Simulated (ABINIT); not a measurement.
# TePb (Fm-3m) in ABINIT: a series of runs

Aim: see how the results for TePb move with the level of theory and the settings. Levels: revPBE, AM05, LDA, BP86. Tasks: equation of state, band structure.

Program: ABINIT 10.8.3 (patched build). These are calculated values, not measurements. Logs are shortened: lines on timing, memory, paths and dates and some standing lists are left out, and cuts for length are marked. The log counts tension as positive stress, the text compression.

**The experiment to reproduce.**

A printed reference work, monograph reports, for a bulk crystal of TePb at 4.2 K: band gap 0.19 eV (direct).

How close the calculation comes is told below.

## (1) Starting point

The structure is cubic, space group Fm-3m (No. 225). Conventional cell: a = 6.462 Å, b = 6.462 Å, c = 6.462 Å, α = 90.00°, β = 90.00°, γ = 90.00°. Around Pb (site symmetry m-3m) lie 6 Te at 3.23 Å. Te (site symmetry m-3m) has 6 Pb at 3.23 Å as nearest neighbours.

## (2) Equation of state, revPBE

run.abi reads:

```
# Datasets: one volume each
ndtset 7
getwfk -1
scalecart1 3*0.9795861087
scalecart2 3*0.9864848297
scalecart3 3*0.9932883884
scalecart4 3*1.0000000000
scalecart5 3*1.0066227096
scalecart6 3*1.0131594038
scalecart7 3*1.0196128224

# Pseudopotentials
pp_dirpath "./"
pseudos "Pb.GGA_PBE-JTH_sp.xml, Te.GGA_PBE-JTH.xml"

# Structure
acell 4.56932402 4.56932402 4.56932402 Angstrom
rprim
     0.0000000000     0.7071067812     0.7071067812
     0.7071067812     0.0000000000     0.7071067812
     0.7071067812     0.7071067812     0.0000000000
ntypat 2
znucl 82 52
natom 2
typat 1 2
xred
     0.0000000000     0.0000000000     0.0000000000
     0.5000000000     0.5000000000     0.5000000000

# Plane-wave basis
ecut 15.0
pawecutdg 30.0

# k points
kptopt 1
ngkpt 7 7 7
nshiftk 1
shiftk 0.0 0.0 0.0

# Exchange and correlation
ixc 14

# Bands and occupations
nband 9
occopt 3
tsmear 0.05 eV

# SCF cycle
nstep 100
tolvrs 1.0e-9

# Output
iomode 3
prtwf 1
prtden 0
prteig 0
prtebands 0
```

Potentials or basis: JTH PAW PBE v2.0 sp.

Launch:

```bash
> abinit run.abi > log 2>&1
```

run.abo:

```text
.Version 10.8.3 of ABINIT
 DATASET    1 : space group Fm -3 m (#225); Bravais cF (face-center cubic)
================================================================================
 Values of the parameters that define the memory need for DATASET  1.
     intxc =       0    ionmov =       0      iscf =      17    lmnmax =      13
     lnmax =       5     mgfft =      30  mpssoang =       3    mqgrid =    3001
     natom =       2  nloc_mem =       2    nspden =       1   nspinor =       1
    nsppol =       1      nsym =      48    n1xccc =       1    ntypat =       2
    occopt =       3   xclevel =       2
       mpw =        1209          nfft =       27000          nkpt =          20
 PAW method is used; the additional fine FFT grid is defined by:
   mgfftf=        45    nfftf =     91125
================================================================================
================================================================================
[... 71 lines left out ...]
 DATASET    7 : space group Fm -3 m (#225); Bravais cF (face-center cubic)
================================================================================
 Values of the parameters that define the memory need for DATASET  7.
     intxc =       0    ionmov =       0      iscf =      17    lmnmax =      13
     lnmax =       5     mgfft =      32  mpssoang =       3    mqgrid =    3001
     natom =       2  nloc_mem =       2    nspden =       1   nspinor =       1
    nsppol =       1      nsym =      48    n1xccc =       1    ntypat =       2
    occopt =       3   xclevel =       2
       mpw =        1356          nfft =       32768          nkpt =          20
 PAW method is used; the additional fine FFT grid is defined by:
   mgfftf=        45    nfftf =     91125
================================================================================
================================================================================

--------------------------------------------------------------------------------
------------- Echo of variables that govern the present computation ------------
--------------------------------------------------------------------------------
 -outvars: echo values of preprocessed input variables --------
            acell      8.6347709783E+00  8.6347709783E+00  8.6347709783E+00 Bohr
              amu      2.07200000E+02  1.27600000E+02
             ecut      1.50000000E+01 Hartree
           getwfk          -1
              ixc          14
           jdtset        1    2    3    4    5    6    7
         kptrlatt        7    0    0      0    7    0      0    0    7
          kptrlen1     5.92095119E+01
          kptrlen2     5.96264940E+01
          kptrlen3     6.00377242E+01
          kptrlen4     6.04433968E+01
          kptrlen5     6.08436959E+01
          kptrlen6     6.12387959E+01
          kptrlen7     6.16288625E+01
            natom           2
            nband           9
           ndtset           7
            ngfft1         30      30      30
            ngfft2         30      30      30
            ngfft3         30      30      30
            ngfft4         32      32      32
            ngfft5         32      32      32
            ngfft6         32      32      32
            ngfft7         32      32      32
          ngfftdg          45      45      45
             nkpt          20
            nstep         100
             nsym          48
           ntypat           2
           occopt           3
        pawecutdg      3.00000000E+01 Hartree
         pawxcdev           0
           prtden           0
        prtebands           0
           prteig           0
            rprim1     0.0000000000E+00  6.9267198023E-01  6.9267198023E-01
                       6.9267198023E-01  0.0000000000E+00  6.9267198023E-01
                       6.9267198023E-01  6.9267198023E-01  0.0000000000E+00
            rprim2     0.0000000000E+00  6.9755011263E-01  6.9755011263E-01
                       6.9755011263E-01  0.0000000000E+00  6.9755011263E-01
                       6.9755011263E-01  6.9755011263E-01  0.0000000000E+00
            rprim3     0.0000000000E+00  7.0236095512E-01  7.0236095512E-01
                       7.0236095512E-01  0.0000000000E+00  7.0236095512E-01
                       7.0236095512E-01  7.0236095512E-01  0.0000000000E+00
            rprim4     0.0000000000E+00  7.0710678120E-01  7.0710678120E-01
                       7.0710678120E-01  0.0000000000E+00  7.0710678120E-01
                       7.0710678120E-01  7.0710678120E-01  0.0000000000E+00
            rprim5     0.0000000000E+00  7.1178974407E-01  7.1178974407E-01
                       7.1178974407E-01  0.0000000000E+00  7.1178974407E-01
                       7.1178974407E-01  7.1178974407E-01  0.0000000000E+00
            rprim6     0.0000000000E+00  7.1641188486E-01  7.1641188486E-01
                       7.1641188486E-01  0.0000000000E+00  7.1641188486E-01
                       7.1641188486E-01  7.1641188486E-01  0.0000000000E+00
            rprim7     0.0000000000E+00  7.2097514092E-01  7.2097514092E-01
                       7.2097514092E-01  0.0000000000E+00  7.2097514092E-01
                       7.2097514092E-01  7.2097514092E-01  0.0000000000E+00
          spgroup         225
           tolvrs      1.00000000E-09
           tsmear      1.83746611E-03 Hartree
            typat      1  2
           useylm           1
           xangst1     0.0000000000E+00  0.0000000000E+00  0.0000000000E+00
                       3.1650427173E+00  3.1650427173E+00  3.1650427173E+00
           xangst2     0.0000000000E+00  0.0000000000E+00  0.0000000000E+00
                       3.1873324848E+00  3.1873324848E+00  3.1873324848E+00
           xangst3     0.0000000000E+00  0.0000000000E+00  0.0000000000E+00
                       3.2093147830E+00  3.2093147830E+00  3.2093147830E+00
           xangst4     0.0000000000E+00  0.0000000000E+00  0.0000000000E+00
                       3.2310000000E+00  3.2310000000E+00  3.2310000000E+00
           xangst5     0.0000000000E+00  0.0000000000E+00  0.0000000000E+00
                       3.2523979748E+00  3.2523979748E+00  3.2523979748E+00
           xangst6     0.0000000000E+00  0.0000000000E+00  0.0000000000E+00
                       3.2735180337E+00  3.2735180337E+00  3.2735180337E+00
           xangst7     0.0000000000E+00  0.0000000000E+00  0.0000000000E+00
                       3.2943690292E+00  3.2943690292E+00  3.2943690292E+00
            xcart1     0.0000000000E+00  0.0000000000E+00  0.0000000000E+00
                       5.9810639124E+00  5.9810639124E+00  5.9810639124E+00
            xcart2     0.0000000000E+00  0.0000000000E+00  0.0000000000E+00
                       6.0231854685E+00  6.0231854685E+00  6.0231854685E+00
            xcart3     0.0000000000E+00  0.0000000000E+00  0.0000000000E+00
                       6.0647259916E+00  6.0647259916E+00  6.0647259916E+00
            xcart4     0.0000000000E+00  0.0000000000E+00  0.0000000000E+00
                       6.1057051129E+00  6.1057051129E+00  6.1057051129E+00
            xcart5     0.0000000000E+00  0.0000000000E+00  0.0000000000E+00
                       6.1461414248E+00  6.1461414248E+00  6.1461414248E+00
            xcart6     0.0000000000E+00  0.0000000000E+00  0.0000000000E+00
                       6.1860525520E+00  6.1860525520E+00  6.1860525520E+00
            xcart7     0.0000000000E+00  0.0000000000E+00  0.0000000000E+00
                       6.2254552229E+00  6.2254552229E+00  6.2254552229E+00
             xred      0.0000000000E+00  0.0000000000E+00  0.0000000000E+00
                       5.0000000000E-01  5.0000000000E-01  5.0000000000E-01
            znucl       82.00000   52.00000

================================================================================

 chkinp: Checking input parameters for consistency, jdtset=   1.

 chkinp: Checking input parameters for consistency, jdtset=   2.
[... 40 lines left out ...]
 getcut: wavevector=  0.0000  0.0000  0.0000  ngfft=  45  45  45
         ecut(hartree)=     30.000   => boxcut(ratio)=   2.10976

--- Pseudopotential description ------------------------------------------------
- pspini: atom type   1  psp file is ./Pb.GGA_PBE-JTH_sp.xml
 Pseudopotential format is: paw10
 basis_size (lnmax)=  5 (lmn_size= 13), orbitals=   0   0   1   1   2
 Spheres core radius: rc_sph= 2.91365156
 Shapefunction is SIN type: shapef(r)=[sin(pi*r/rshp)/(pi*r/rshp)]**2
 Radius for shape functions =  2.21205640
 Compensation charge density is not taken into account in XC energy/potential

- pspini: atom type   2  psp file is ./Te.GGA_PBE-JTH.xml
 Pseudopotential format is: paw10
 basis_size (lnmax)=  4 (lmn_size=  8), orbitals=   0   0   1   1
 Spheres core radius: rc_sph= 2.31107438
 Shapefunction is SIN type: shapef(r)=[sin(pi*r/rshp)/(pi*r/rshp)]**2
 Radius for shape functions =  2.10488624
 Compensation charge density is not taken into account in XC energy/potential

   1.51012653E+03                                ecore*ucvol(ha*bohr**3)
--------------------------------------------------------------------------------

[... 1238 lines left out ...]
-Cartesian components of stress tensor (GPa)         [Pressure=  6.5159E-01 GPa]
- sigma(1 1)= -6.51589124E-01  sigma(3 2)=  0.00000000E+00
- sigma(2 2)= -6.51589124E-01  sigma(3 1)=  0.00000000E+00
- sigma(3 3)= -6.51589124E-01  sigma(2 1)=  0.00000000E+00

== END DATASET(S) ==============================================================
================================================================================

 -outvars: echo values of variables after computation  --------
            acell      8.6347709783E+00  8.6347709783E+00  8.6347709783E+00 Bohr
           etotal1    -1.1975369270E+01
           etotal2    -1.1977273685E+01
           etotal3    -1.1978789903E+01
           etotal4    -1.1979957935E+01
           etotal5    -1.1980813774E+01
           etotal6    -1.1981388656E+01
           etotal7    -1.1981710424E+01
            fcart1    -0.0000000000E+00 -0.0000000000E+00 -0.0000000000E+00
                      -0.0000000000E+00 -0.0000000000E+00 -0.0000000000E+00
            fcart2    -0.0000000000E+00 -0.0000000000E+00 -0.0000000000E+00
                      -0.0000000000E+00 -0.0000000000E+00 -0.0000000000E+00
            fcart3    -0.0000000000E+00 -0.0000000000E+00 -0.0000000000E+00
                      -0.0000000000E+00 -0.0000000000E+00 -0.0000000000E+00
            fcart4    -0.0000000000E+00 -0.0000000000E+00 -0.0000000000E+00
                      -0.0000000000E+00 -0.0000000000E+00 -0.0000000000E+00
            fcart5    -0.0000000000E+00 -0.0000000000E+00 -0.0000000000E+00
                      -0.0000000000E+00 -0.0000000000E+00 -0.0000000000E+00
[... 38 lines left out ...]
                       0.0000000000E+00  0.0000000000E+00  0.0000000000E+00
           xangst1     0.0000000000E+00  0.0000000000E+00  0.0000000000E+00
                       3.1650427173E+00  3.1650427173E+00  3.1650427173E+00
           xangst2     0.0000000000E+00  0.0000000000E+00  0.0000000000E+00
                       3.1873324848E+00  3.1873324848E+00  3.1873324848E+00
           xangst3     0.0000000000E+00  0.0000000000E+00  0.0000000000E+00
                       3.2093147830E+00  3.2093147830E+00  3.2093147830E+00
           xangst4     0.0000000000E+00  0.0000000000E+00  0.0000000000E+00
                       3.2310000000E+00  3.2310000000E+00  3.2310000000E+00
           xangst5     0.0000000000E+00  0.0000000000E+00  0.0000000000E+00
                       3.2523979748E+00  3.2523979748E+00  3.2523979748E+00
           xangst6     0.0000000000E+00  0.0000000000E+00  0.0000000000E+00
                       3.2735180337E+00  3.2735180337E+00  3.2735180337E+00
           xangst7     0.0000000000E+00  0.0000000000E+00  0.0000000000E+00
                       3.2943690292E+00  3.2943690292E+00  3.2943690292E+00
             xred      0.0000000000E+00  0.0000000000E+00  0.0000000000E+00
                       5.0000000000E-01  5.0000000000E-01  5.0000000000E-01
 Calculation completed.
```

Wall time 54 s (1 thread of Arm Neoverse V1, shared host); peak memory 0.14 GiB.

Results:

```yaml
Equilibrium_volume: "36.39 Å³/atom (rough: see the caveat)"
Bulk_modulus: 36 GPa (rough)
```

Energy against volume, from the lowest point:
```csv
volume (Å³/atom),energy (meV/atom)
31.706,86.28
32.380,60.36
33.055,39.74
33.730,23.84
34.404,12.20
35.079,4.38
35.753,0.00
```

Caveat: pressures at fixed basis lie under the slope of the energies; this odd mesh misses L, where the gap lies, so gap, dielectric constants and Born charges aren't listed; the minimum lies outside the volumes run; the PAW data sets were made with another functional, which shifts forces and pressure a little; this set keeps more shells in the core, which shifts pressures and gaps.

(Continued in part 2 of 2.)
